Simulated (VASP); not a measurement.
# Ti under changes of volume

One of the cells (18.030 Å³/atom); the others are scaled copies at fixed shape and fractional positions:

```
Ti
1.0
    -1.65187    1.65187    1.65187
     1.65187   -1.65187    1.65187
     1.65187    1.65187   -1.65187
Ti
1
Cartesian
  0.0000 0.0000 0.0000
```

This isn't the form of Ti at room conditions, which is hcp.

```yaml
Program: VASP 6.6.1
Functional: PBE
Potentials_or_basis: VASP PAW PBE potentials, release 64 (Ti_sv)
Cutoff: 520 eV
k_mesh: 11 × 11 × 11
Occupations: fermi-dirac, width 0.05 eV
Spin: no spin polarisation
```

| volume (Å³/atom) | energy over the lowest point (meV/atom) | pressure (GPa) |
| --- | --- | --- |
| 16.616 | 5.82 | 3.9 |
| 16.969 | 0.39 | 1.5 |
| 17.323 | 0.00 | -0.7 |
| 18.030 | 12.47 | -4.6 |
| 18.383 | ? | ? |
| 18.737 | 40.15 | -7.7 |

**Question.** What does the run at 18.383 Å³/atom give?

**Answer.** Energy over the lowest point 24.58 meV/atom; pressure -6.2 GPa.

Worked out: A Birch-Murnaghan fit of order 3 (a polynomial in V^(-2/3)) to the other rows has its minimum at 17.17 Å³/atom with B0 = V·E''(V) = 105 GPa and B' = 3.6. It gives 24.57 meV/atom at 18.383 Å³/atom, against the run's 24.58, and -dE/dV = -6.3 GPa, against -6.2.

Energies are extrapolated to zero smearing.
